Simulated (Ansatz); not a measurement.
## A computed series for AlSb: pressure series

Consider AlSb in the zinc blende structure (space group F-43m, No. 216; a = 6.2256 Å).

Cell and atoms are relaxed at each pressure.

Method: DFT with PBE, PAW potentials and a 420 eV plane-wave cutoff in Ansatz (an electronic-structure program), no spin-orbit coupling, earlier PAW set.

Two rows of this table had their results exchanged by mistake.

```json
[
 {"pressure": "pressure −2 GPa", "volume per atom (Å³)": "31.55", "shortest distance (Å)": "2.737", "band gap": "0.94 eV"},
 {"pressure": "pressure −1 GPa", "volume per atom (Å³)": "24.75", "shortest distance (Å)": "2.524", "band gap": "0.90 eV"},
 {"pressure": "pressure 0.9 GPa", "volume per atom (Å³)": "29.64", "shortest distance (Å)": "2.680", "band gap": "1.25 eV"},
 {"pressure": "pressure 2.1 GPa", "volume per atom (Å³)": "29.00", "shortest distance (Å)": "2.661", "band gap": "1.22 eV"},
 {"pressure": "pressure 4.5 GPa", "volume per atom (Å³)": "27.93", "shortest distance (Å)": "2.627", "band gap": "1.15 eV"},
 {"pressure": "pressure 9 GPa", "volume per atom (Å³)": "26.34", "shortest distance (Å)": "2.577", "band gap": "1.04 eV"},
 {"pressure": "pressure 15 GPa", "volume per atom (Å³)": "30.81", "shortest distance (Å)": "2.715", "band gap": "1.12 eV"},
 {"pressure": "pressure 22.5 GPa", "volume per atom (Å³)": "23.26", "shortest distance (Å)": "2.472", "band gap": "0.74 eV"},
 {"pressure": "pressure 30 GPa", "volume per atom (Å³)": "22.10", "shortest distance (Å)": "2.430", "band gap": "0.60 eV"}
]
```

Task: Which two?

Result: The rows for pressure −1 GPa and pressure 15 GPa: the volume has to fall steadily with pressure, so 30.81 Å³ belongs to pressure −1 GPa and 24.75 Å³ to pressure 15 GPa.

Spin-orbit coupling, missing from the scalar runs, can matter with Sb. Load acts through the strain it causes; cell and atoms are relaxed under it. No phonon test of stability was made. Measured, AlSb leaves this structure (for a Cmcm phase) near 8.1 GPa (temperature not stated; as listed in Datta, Sujoy, Jana, Debnarayan, arXiv (2020)), on rising pressure, with hysteresis.
